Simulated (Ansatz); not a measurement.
## Thickness series of a Ag/SiC/Ti junction

How fast does the current through Ag/SiC/Ti fall with each added layer? The lower electrode is Ag fcc(111), the upper one Ti hcp(0001); the barrier is SiC wurtzite(0001) (whole bilayers). In the first transport cell, after relaxation, the nearest pair of electrode and barrier is Ag–C at 2.20 Å, along the normal, at the lower face and Ti–Si at 2.69 Å, at a slant, at the upper one. All share a net of side 2.934 Å, which strains the lower electrode by +0.0 %, the upper one by +0.1 % and the barrier by -5.1 %, against typed lattice constants near PBE's. The first steps treat the bulk electrodes alone.

Main program and level: Ansatz 0.2.0; PBE DFT, plane waves, PAW files, in the first sound run; inputs show where later runs differ.

This is a report of a sequence of runs, with most program output left out.

### Step 1. Starting point

Symmetry: Fm-3m, No. 225, cubic system. Conventional cell: a = 4.150 Å, b = 4.150 Å, c = 4.150 Å, α = 90.00°, β = 90.00°, γ = 90.00°. Nearest to Ag lie 12 Ag at 2.93 Å.

As a file:

```cif
data_structure
_symmetry_space_group_name_H-M 'Fm-3m'
_symmetry_Int_Tables_number 225
_cell_length_a 4.1497
_cell_length_b 4.1497
_cell_length_c 4.1497
_cell_angle_alpha 90.000
_cell_angle_beta 90.000
_cell_angle_gamma 90.000
_cell_volume 71.46
loop_
_atom_site_label
_atom_site_type_symbol
_atom_site_symmetry_multiplicity
_atom_site_Wyckoff_symbol
_atom_site_fract_x
_atom_site_fract_y
_atom_site_fract_z
_atom_site_occupancy
Ag1 Ag 4 a 0.00000 0.00000 0.00000 1
```

### Step 2. The strained electrode, 3 atoms, electrode Ag fcc(111)

The electrode is held to the junction's net and relaxed along the normal; its spacing is used for the ideal lead layers.

input.yaml

```yaml
crystal:
  lattice:
    - [2.934, 0.0, 0.0]
    - [-1.467, 2.5409185347, 0.0]
    - [0.0, 0.0, 7.1888564137]
  atoms:
    - { symbol: Ag, position: [0.0, 0.0, 0.0] }
    - { symbol: Ag, position: [0.3333333333, 0.6666666667, 0.3333333333] }
    - { symbol: Ag, position: [0.6666666667, 0.3333333333, 0.6666666667] }
kpoints:
  mp_grid: { grid: [18, 18, 4] }
scf:
  occupations: { method: fermi_dirac, width: 0.1 }
  max_iter: 150
hamiltonian:
  xc: pbe
relax:
  f_tol: 0.01
  max_steps: 40
  cell: { fix: [a, b, angles] }
```

The run is started by

```bash
$ ansatz run input.yaml --threads 4 --pin off --max-ram 12288MiB --backend cpu --events-out ev --progress --plain --runs-dir out
```

Elapsed: 8.8 s, on 4 threads of Arm Neoverse V1, shared host; peak memory 0.47 GiB.

Step by step:

```csv
step,energy less that of the first step (eV),largest force component (eV/Å),pressure (GPa),volume (Å³)
1,0.0000,0.0000,-0.09,53.59
2,-0.0001,0.0000,0.10,53.48
3,-0.0001,0.0000,0.05,53.51
4*,-0.0001,0.0000,0.05,53.51
```

Relaxation steps marked * repeat the geometry before them on a plane-wave basis chosen anew for their cell, so energy and pressure can jump there.

Forces are held to the 36 operations that the run works with; a distortion that breaks them can't arise in this run.

```csv
cell as run,before,after,change
a (Å),2.934,2.934,-0.0 %
b (Å),2.934,2.934,-0.0 %
c (Å),7.189,7.178,-0.2 %
volume (Å³/atom),17.86,17.84,-0.2 %
```

The relaxed structure:

```cif
data_structure
_symmetry_space_group_name_H-M 'P 1'
_symmetry_Int_Tables_number 1
_cell_length_a 2.9340
_cell_length_b 2.9340
_cell_length_c 7.1780
_cell_angle_alpha 90.000
_cell_angle_beta 90.000
_cell_angle_gamma 120.000
_cell_volume 53.51
loop_
_atom_site_label
_atom_site_type_symbol
_atom_site_fract_x
_atom_site_fract_y
_atom_site_fract_z
_atom_site_occupancy
Ag1 Ag 0.00000 0.00000 0.00000 1
Ag2 Ag 0.33333 0.66667 0.33333 1
Ag3 Ag 0.66667 0.33333 0.66667 1
```

This step gave:

* free energy: -22771.6738 eV
* Fermi energy: 16.37 eV
* pressure: 0.04902 GPa

### Step 3. The strained electrode, 2 atoms, electrode Ti hcp(0001)

System of this step: Ti. Symmetry: P6_3/mmc, No. 194, hexagonal system. The conventional cell has a = 2.934 Å, b = 2.934 Å, c = 4.646 Å, α = 90.00°, β = 90.00°, γ = 120.00°. Ti has 12 Ti at 2.87 to 2.93 Å nearest.

input.yaml, the sections that differ from step 2:

```yaml
crystal:
  lattice:
    - [2.934, 0.0, 0.0]
    - [-1.467, 2.5409185347, 0.0]
    - [0.0, 0.0, 4.645556314]
  atoms:
    - { symbol: Ti, position: [0.0, 0.0, 0.0] }
    - { symbol: Ti, position: [0.3333333333, 0.6666666667, 0.5] }
kpoints:
  mp_grid: { grid: [18, 18, 7] }
# scf, hamiltonian, relax: as in step 2
```

It took 4.7 s on 4 threads; peak memory 0.39 GiB.

Relaxation path:

```csv
step,energy less that of the first step (eV),largest force component (eV/Å),pressure (GPa),volume (Å³)
1,0.0000,0.0000,0.64,34.63
2,-0.0002,0.0000,0.09,34.80
3,-0.0002,0.0000,0.25,34.75
4*,-0.0002,0.0000,0.25,34.75
```

Relaxation steps marked * repeat the geometry before them on a plane-wave basis chosen anew for their cell, so energy and pressure can jump there.

The run keeps the 24 symmetry operations that it works with, so distortions that break them were not tested.

```csv
"conventional cell, symmetrised",before,after,change
a (Å),2.934,2.934,-0.0 %
b (Å),2.934,2.934,-0.0 %
c (Å),4.646,4.662,+0.3 %
volume (Å³/atom),17.32,17.38,+0.3 %
```

Final coordinates:

```cif
data_structure
_symmetry_space_group_name_H-M 'P 1'
_symmetry_Int_Tables_number 1
_cell_length_a 2.9340
_cell_length_b 2.9340
_cell_length_c 4.6617
_cell_angle_alpha 90.000
_cell_angle_beta 90.000
_cell_angle_gamma 120.000
_cell_volume 34.75
loop_
_atom_site_label
_atom_site_type_symbol
_atom_site_fract_x
_atom_site_fract_y
_atom_site_fract_z
_atom_site_occupancy
Ti1 Ti 0.00000 0.00000 0.00000 1
Ti2 Ti 0.33333 0.66667 0.50000 1
```

Numbers from this step:

| Item | Value |
| --- | --- |
| free energy | -4999.3695 eV |
| Fermi energy | 13.35 eV |
| pressure | 0.2468 GPa |

The cell grew by 0.3 % in volume.

### Step 4. Relaxation

System of this step: Ag/SiC/Ti. The cell holds 16 atoms: 4 Ag, 4 C, 4 Si and 4 Ti. Its edges and angles: a = 2.934 Å, b = 2.934 Å, c = 43.116 Å, α = 90.0°, β = 90.0°, γ = 120.0°. Vacuum lies along c.

Tunnelling depends exponentially on distance, so the interfaces are relaxed first. A short slab in vacuum serves: only the barrier and the layers next to it are taken over, and later cells can add or drop layers in the barrier's middle. The dipole correction removes the field that unlike faces would set up across the vacuum.

input.yaml

```yaml
crystal:
  lattice:
    - [2.934, 0.0, 0.0]
    - [-1.467, 2.5409185347, 0.0]
    - [0.0, 0.0, 43.1156229167]
  atoms:
    - { symbol: Ag, position: [0.0, 0.0, 0.1855475918] }
    - { symbol: Ag, position: [0.33333333, 0.66666667, 0.2411257166] }
    - { symbol: Ag, position: [0.66666667, 0.33333333, 0.2967038414] }
    - { symbol: Ag, position: [0.0, 0.0, 0.3522819662] }
    - { symbol: C, position: [0.0, 0.0, 0.4046991608] }
    - { symbol: Si, position: [0.33333333, 0.66666667, 0.4196739707] }
    - { symbol: C, position: [0.33333333, 0.66666667, 0.4655723718] }
    - { symbol: Si, position: [0.0, 0.0, 0.4805471817] }
    - { symbol: C, position: [0.0, 0.0, 0.5264455827] }
    - { symbol: Si, position: [0.33333333, 0.66666667, 0.5414203926] }
    - { symbol: C, position: [0.33333333, 0.66666667, 0.5873187936] }
    - { symbol: Si, position: [0.0, 0.0, 0.6022936035] }
    - { symbol: Ti, position: [0.33333333, 0.66666667, 0.6528326983] }
    - { symbol: Ti, position: [0.66666667, 0.33333333, 0.7067059349] }
    - { symbol: Ti, position: [0.33333333, 0.66666667, 0.7605791716] }
    - { symbol: Ti, position: [0.66666667, 0.33333333, 0.8144524082] }
kpoints:
  mp_grid: { grid: [12, 12, 1] }
scf:
  occupations: { method: fermi_dirac, width: 0.1 }
  max_iter: 150
hamiltonian:
  xc: pbe
efield:
  axis: 3
  dipole_correction: true
relax:
  f_tol: 0.04
  max_steps: 60
output:
  forces: true
```

It took 78 s on 4 threads; peak memory 1.2 GiB.

Relaxation path:

```csv
step,energy less that of the first step (eV),largest force component (eV/Å)
1,0.0000,0.9434
2,-0.1234,0.5801
3,-0.1580,0.1921
4,-0.1559,0.3540
5,-0.1610,0.0850
6,-0.1613,0.0345
```

Relaxation step 4 was tried and not accepted.

Forces are held to the 6 operations that the run works with; a distortion that breaks them can't arise in this run.

The atoms that moved most (Å):

```csv
atom,dx,dy,dz,length
Ti16,0.000,0.000,-0.257,0.257
Ag1,0.000,0.000,0.227,0.227
Ti14,0.000,0.000,-0.202,0.202
Ag2,0.000,0.000,0.199,0.199
Ag3,0.000,0.000,0.180,0.180
Ag4,0.000,0.000,0.159,0.159
Ti13,0.000,0.000,-0.154,0.154
C11,0.000,0.000,-0.107,0.107
```

Final coordinates:

```cif
data_structure
_symmetry_space_group_name_H-M 'P 1'
_symmetry_Int_Tables_number 1
_cell_length_a 2.9340
_cell_length_b 2.9340
_cell_length_c 43.1156
_cell_angle_alpha 90.000
_cell_angle_beta 90.000
_cell_angle_gamma 120.000
_cell_volume 321.43
loop_
_atom_site_label
_atom_site_type_symbol
_atom_site_fract_x
_atom_site_fract_y
_atom_site_fract_z
_atom_site_occupancy
Ag1 Ag 0.00000 0.00000 0.19081 1
Ag2 Ag 0.33333 0.66667 0.24575 1
Ag3 Ag 0.66667 0.33333 0.30088 1
Ag4 Ag 0.00000 0.00000 0.35598 1
C5 C 0.00000 0.00000 0.40709 1
Si6 Si 0.33333 0.66667 0.42118 1
C7 C 0.33333 0.66667 0.46594 1
Si8 Si 0.00000 0.00000 0.48104 1
C9 C 0.00000 0.00000 0.52546 1
Si10 Si 0.33333 0.66667 0.54061 1
C11 C 0.33333 0.66667 0.58484 1
Si12 Si 0.00000 0.00000 0.60068 1
Ti13 Ti 0.33333 0.66667 0.64927 1
Ti14 Ti 0.66667 0.33333 0.70202 1
Ti15 Ti 0.33333 0.66667 0.75814 1
Ti16 Ti 0.66667 0.33333 0.80850 1
```

Numbers from this step:

```
free energy  : -43906.0388 eV
Fermi energy : 7.671 eV
```

The largest force component on a free atom ends at 0.035 eV/Å. At one or more of this run's solves the program warned of density in the dipole ramp over its bound, where dipole, forces and levels can be off.

(Continued in part 2 of 3.)

[Logs are printed without paths, hosts, clocks, repeated set-up lines and the standing remarks that a program may print on its own settings, such as how far it seeks lower states.]

[Hosts, paths, dates, database ids (printed as entryN), source tags and the programs' standing remarks are cut or masked in the printed files.]
